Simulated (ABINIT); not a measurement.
# Pb (Im-3m) in ABINIT: notebook

Runs on Pb. Level: PBEsol. Tasks: relaxation of cell and atoms, single point.

Everything below comes from runs of ABINIT 10.8.3 (patched build). Logs are shortened: lines on timing, memory, paths and dates and some standing lists are left out, and cuts for length are marked. The log counts tension as positive stress, the text compression.

## (1) Starting point

It takes space group Im-3m (No. 229, cubic). The conventional cell has a = 3.959 Å, b = 3.959 Å, c = 3.959 Å, α = 90.00°, β = 90.00°, γ = 90.00°. Pb (site symmetry m-3m) is surrounded by 8 Pb at 3.43 Å.

This isn't the form of Pb at room conditions, which is fcc.

## (2) Relaxation of cell and atoms, PBEsol

Contents of run.abi:

```
# Pseudopotentials
pp_dirpath "./"
pseudos "Pb.upf"

# Structure
acell 3*1.0 Angstrom
rprim
    -1.9796595667     1.9796595667     1.9796595667
     1.9796595667    -1.9796595667     1.9796595667
     1.9796595667     1.9796595667    -1.9796595667
ntypat 1
znucl 82
natom 1
typat 1
chkprim 0
chksymtnons 0
tolsym 1.0e-6
xred
            0.0            0.0            0.0

# Plane-wave basis
ecut 28.0
ecutsm 0.5

# k points
kptopt 1
ngkpt 7 7 7
nshiftk 1
shiftk 0.0 0.0 0.0

# Exchange and correlation
ixc -116133

# Bands and occupations
nband 11
occopt 3
tsmear 0.05 eV

# SCF cycle
nstep 80
tolvrs 1.0e-12

# Output
iomode 3
prteig 0
prtebands 0
prtwf 0
prtden 0

# Relaxation
ionmov 2
optcell 2
ntime 50
tolmxf 2.0e-5
dilatmx 1.08
```

Potentials or basis: PseudoDojo NC SR PBEsol v0.4.1 standard.

Command:

```sh
$ mpirun --bind-to none -np 4 abinit run.abi > log 2>&1
```

run.abo:

```text
.Version 10.8.3 of ABINIT
 Symmetries : space group Im -3 m (#229); Bravais cI (body-center cubic)
================================================================================
 Values of the parameters that define the memory need of the present run
     intxc =       0    ionmov =       2      iscf =       7    lmnmax =       6
     lnmax =       6     mgfft =      36  mpssoang =       3    mqgrid =    3001
     natom =       1  nloc_mem =       1    nspden =       1   nspinor =       1
    nsppol =       1      nsym =      48    n1xccc =    2501    ntypat =       1
    occopt =       3   xclevel =       2
       mpw =        1894          nfft =       46656          nkpt =          20
================================================================================
================================================================================

--------------------------------------------------------------------------------
------------- Echo of variables that govern the present computation ------------
--------------------------------------------------------------------------------
 -outvars: echo values of preprocessed input variables --------
            acell      1.8897261259E+00  1.8897261259E+00  1.8897261259E+00 Bohr
              amu      2.07200000E+02
          chkprim           0
      chksymtnons           0
          dilatmx      1.08000000E+00
             ecut      2.80000000E+01 Hartree
           ecutsm      5.00000000E-01 Hartree
           ionmov           2
              ixc     -116133
         kptrlatt        7    0    0      0    7    0      0    0    7
          kptrlen      4.53573891E+01
            natom           1
            nband          11
            ngfft          36      36      36
             nkpt          20
            nstep          80
             nsym          48
            ntime          50
           ntypat           1
           occopt           3
          optcell           2
           prtden           0
        prtebands           0
           prteig           0
            prtwf           0
            rprim     -1.9796595667E+00  1.9796595667E+00  1.9796595667E+00
                       1.9796595667E+00 -1.9796595667E+00  1.9796595667E+00
                       1.9796595667E+00  1.9796595667E+00 -1.9796595667E+00
          spgroup         229
           tolmxf      2.00000000E-05
           tolsym      1.00000000E-06
           tolvrs      1.00000000E-12
           tsmear      1.83746611E-03 Hartree
            typat      1
            znucl       82.00000

[... 27 lines left out ...]
  82.00000  14.00000  180301                  znucl, zion, pspdat
12 -116133 2 -1 1678                          pspcod,pspxc,lmax,lloc,mmax
     nproj     2     2     2

   6.20574474E+02                                ecore*ucvol(ha*bohr**3)
--------------------------------------------------------------------------------

================================================================================

=== [ionmov= 2] Broyden-Fletcher-Goldfarb-Shanno method (forces)
================================================================================

--- Iteration: ( 1/50) Internal Cycle: (1/1)
--------------------------------------------------------------------------------

---SELF-CONSISTENT-FIELD CONVERGENCE--------------------------------------------
[... 437 lines left out ...]
 Difference of energy with previous step (new-old):
           Absolute (Ha)=-1.33924E-08
           Relative     =-1.90587E-10

 At Broyd/MD step   5, gradients are converged :
  max grad (force/stress) = 3.0348E-07 < tolmxf= 2.0000E-05 ha/bohr (free atoms)

================================================================================

 ----iterations are completed or convergence reached----

 Mean square residual over all n,k,spin=   28.471E-09; max=  62.635E-07
 reduced coordinates (array xred) for    1 atoms
       0.000000000000      0.000000000000      0.000000000000
 rms dE/dt=  0.0000E+00; max dE/dt=  0.0000E+00; dE/dt below (all hartree)
    1       0.000000000000      0.000000000000      0.000000000000

 cartesian coordinates (angstrom) at end:
    1      0.00000000000000     0.00000000000000     0.00000000000000

 cartesian forces (hartree/bohr) at end:
    1     -0.00000000000000    -0.00000000000000    -0.00000000000000
 frms,max,avg= 0.0000000E+00 0.0000000E+00   0.000E+00  0.000E+00  0.000E+00 h/b

 cartesian forces (eV/Angstrom) at end:
    1     -0.00000000000000    -0.00000000000000    -0.00000000000000
 frms,max,avg= 0.0000000E+00 0.0000000E+00   0.000E+00  0.000E+00  0.000E+00 e/A
 length scales=  6.376515400859  6.376515400859  6.376515400859 bohr
              =  3.374306632817  3.374306632817  3.374306632817 angstroms
 Fermi (or HOMO) energy (hartree) =   0.20961   Average Vxc (hartree)=  -0.39719
 Eigenvalues (hartree) for nkpt=  20  k points:
 kpt#   1, nband= 11, wtk=  0.00292, kpt=  0.0000  0.0000  0.0000 (reduced coord)
  -0.42366   -0.42366   -0.42366   -0.41420   -0.41420   -0.23403    0.49384    0.49384
   0.49384    0.62748    0.62748
      occupation numbers for kpt#   1
   2.00000    2.00000    2.00000    2.00000    2.00000    2.00000    0.00000    0.00000
   0.00000    0.00000    0.00000
 prteigrs : prtvol=0 or 1, do not print more k-points.

--- !EnergyTerms
iteration_state     : {dtset: 1, itime: 5, icycle: 1, }
comment             : Components of total free energy in Hartree
kinetic             :  3.44675765681816E+01
hartree             :  1.23448047939495E+01
xc                  : -1.98180301255218E+01
Ewald energy        : -4.84376662025985E+01
psp_core            :  3.10932099976184E+00
local_psp           : -3.76222336404586E+01
non_local_psp       : -1.43128410243686E+01
internal            : -7.02690686310545E+01
'-kT*entropy'       : -9.51641571589659E-05
total_energy        : -7.02691637952117E+01
total_energy_eV     : -1.91212135721361E+03
band_energy         : -4.12439638970382E+00
...

 Cartesian components of stress tensor (hartree/bohr^3)
  sigma(1 1)=  3.03482955E-09  sigma(3 2)=  0.00000000E+00
  sigma(2 2)=  3.03482954E-09  sigma(3 1)=  0.00000000E+00
  sigma(3 3)=  3.03482954E-09  sigma(2 1)=  0.00000000E+00

-Cartesian components of stress tensor (GPa)         [Pressure= -8.9288E-05 GPa]
- sigma(1 1)=  8.92877679E-05  sigma(3 2)=  0.00000000E+00
- sigma(2 2)=  8.92877678E-05  sigma(3 1)=  0.00000000E+00
- sigma(3 3)=  8.92877678E-05  sigma(2 1)=  0.00000000E+00

== END DATASET(S) ==============================================================
================================================================================

 -outvars: echo values of variables after computation  --------
            acell      6.3765154009E+00  6.3765154009E+00  6.3765154009E+00 Bohr
           etotal     -7.0269163795E+01
            fcart     -0.0000000000E+00 -0.0000000000E+00 -0.0000000000E+00
            rprim     -5.7735026919E-01  5.7735026919E-01  5.7735026919E-01
                       5.7735026919E-01 -5.7735026919E-01  5.7735026919E-01
                       5.7735026919E-01  5.7735026919E-01 -5.7735026919E-01
           strten      3.0348295457E-09  3.0348295439E-09  3.0348295422E-09
                       0.0000000000E+00  0.0000000000E+00  0.0000000000E+00
 Calculation completed.
```

Wall time 16 s (4 MPI ranks of Arm Neoverse V1, shared host); peak memory 0.28 GiB.

What came out:

```
Free energy                            : -1912.1214 eV
Relaxed volume                         : 29.58 Å³/atom
Relaxed cell                           : a = 3.374 Å, b = 3.374 Å, c = 3.374 Å, α = 109.47°, β = 109.47°, γ = 109.47°
Space group after relaxing (to 0.05 Å) : Im-3m (No. 229)
Energy gained by relaxing              : 10.4 meV/atom
Ionic steps                            : 5
Pressure after relaxing                : 0.0 GPa
Band gap on the k mesh                 : none (metal or under the smearing width)
```

The path:
```
step  energy change (eV)  largest force (eV/Å)  pressure (GPa)  volume (Å³)
   1              0.0000                0.0000           -2.17        31.03
   2             -0.0026                0.0000           -1.90        30.83
   3             -0.0103                0.0000            0.20        29.46
   4             -0.0104                0.0000           -0.01        29.58
   5             -0.0104                0.0000            0.00        29.58
```

Final structure:
```yaml
crystal:
  lattice:
    - [-1.94816, 1.94816, 1.94816]
    - [1.94816, -1.94816, 1.94816]
    - [1.94816, 1.94816, -1.94816]
  atoms:
    - { symbol: Pb, position: [0.00000, 0.00000, 0.00000] }
```

The run has no spin-orbit coupling, so splittings on Pb are missing.

## (3) Single point, PBEsol (cell relaxed)

Contents of run.abi:

```
# Pseudopotentials
pp_dirpath "./"
pseudos "Pb.upf"

# Structure
acell 3.374306628 3.374306628 3.374306628 Angstrom
rprim
    -0.5773502692     0.5773502692     0.5773502692
     0.5773502692    -0.5773502692     0.5773502692
     0.5773502692     0.5773502692    -0.5773502692
ntypat 1
znucl 82
natom 1
typat 1
xred
     0.0000000000     0.0000000000     0.0000000000
chkprim 0
chksymtnons 0
tolsym 1.0e-6

# Plane-wave basis
ecut 28.0

# k points
kptopt 1
ngkpt 7 7 7
nshiftk 1
shiftk 0.0 0.0 0.0

# Exchange and correlation
ixc -116133

# Bands and occupations
nband 11
occopt 3
tsmear 0.05 eV

# SCF cycle
nstep 100
tolvrs 1.0e-10

# Output
iomode 3
prtwf 0
prteig 0
prtebands 0
prtden 1
prtvha 1
prtvclmb 1
prtpot 1
prtelf 1
```

Potentials or basis: PseudoDojo NC SR PBEsol v0.4.1 standard.

Command:

```sh
$ mpirun --bind-to none -np 4 abinit run.abi > log 2>&1
```

Wall time 3.4 s (4 MPI ranks of Arm Neoverse V1, shared host); peak memory 0.28 GiB.

The run converged. Its results:

- Free energy: -1912.1214 eV
- Pressure: 0.0 GPa
- Band gap on the k mesh: none (metal or under the smearing width)
- Valence electrons inside the program's atomic spheres: Pb 10.09 (radii [1.0584] Å)

Levels at points of the mesh, in eV from the Fermi level:
```tsv
k point	band 5	band 6	band 7	band 8	band 9	band 10
(0.00, 0.00, 0.00)	-16.97	-12.07	7.73	7.73	7.73	11.37
```

Spin-orbit coupling is left out, which matters for the levels of Pb.
